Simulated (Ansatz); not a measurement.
# SiC: the cost of one run

Method: DFT PBE, scalar-relativistic, plane waves, PAW, in Ansatz 0.2.0.

The COD entry's cell or inner coordinates are ideal or old and differ from later refinements, so a difference from it is no clean test against experiment.

2 further runs of the same task are left out: 2 set aside as unsound or not needed.

### 1 The system as given

Symmetry: F-43m, No. 216, cubic system. Conventional cell: a = 4.380 Å, b = 4.380 Å, c = 4.380 Å, α = 90.00°, β = 90.00°, γ = 90.00°. Around Si (site symmetry -43m) lie 4 C at 1.90 Å. Around C (site symmetry -43m) lie 4 Si at 1.90 Å.

As a file:

```cif
data_structure
_symmetry_space_group_name_H-M 'P 1'
_symmetry_Int_Tables_number 1
_cell_length_a 3.0969
_cell_length_b 3.0969
_cell_length_c 5.3640
_cell_angle_alpha 73.221
_cell_angle_beta 73.221
_cell_angle_gamma 60.000
_cell_volume 42.01
loop_
_atom_site_label
_atom_site_type_symbol
_atom_site_fract_x
_atom_site_fract_y
_atom_site_fract_z
_atom_site_occupancy
Si1 Si 0.00000 0.00000 0.00000 1
Si2 Si 0.50000 0.50000 0.50000 1
C1 C 0.37500 0.37500 0.87500 1
C2 C 0.87500 0.87500 0.37500 1
```

It is built from the cell relaxed beforehand with the same method (10.50 Å³/atom).

### 2 The undisturbed cell

input.yaml

```yaml
crystal:
  lattice:
    - [0.0, -2.189864103, -2.189864103]
    - [-2.189864103, 0.0, -2.189864103]
    - [2.189864103, 2.189864103, -4.379728206]
  atoms:
    - { symbol: Si, position: [0.0, 0.0, 0.0] }
    - { symbol: Si, position: [0.5, 0.5, 0.5] }
    - { symbol: C, position: [0.375, 0.375, 0.875] }
    - { symbol: C, position: [0.875, 0.875, 0.375] }
basis:
  ecutwfc: 420
kpoints:
  mp_grid: { grid: [12, 12, 10] }
hamiltonian:
  xc: pbe
scf:
  occupations: { method: gaussian, width: 0.05 }
output:
  forces: true
  stress: true
  eigenvalues: true
```

Launch:

```
> ansatz run input.yaml --threads 2 --pin off --max-ram 5120MiB --backend cpu --events-out ev --progress --plain --runs-dir out
```

What time and memory should one allow on 2 threads of Arm Neoverse N1, shared host?

About 16 s, with a peak of 0.51 GiB.
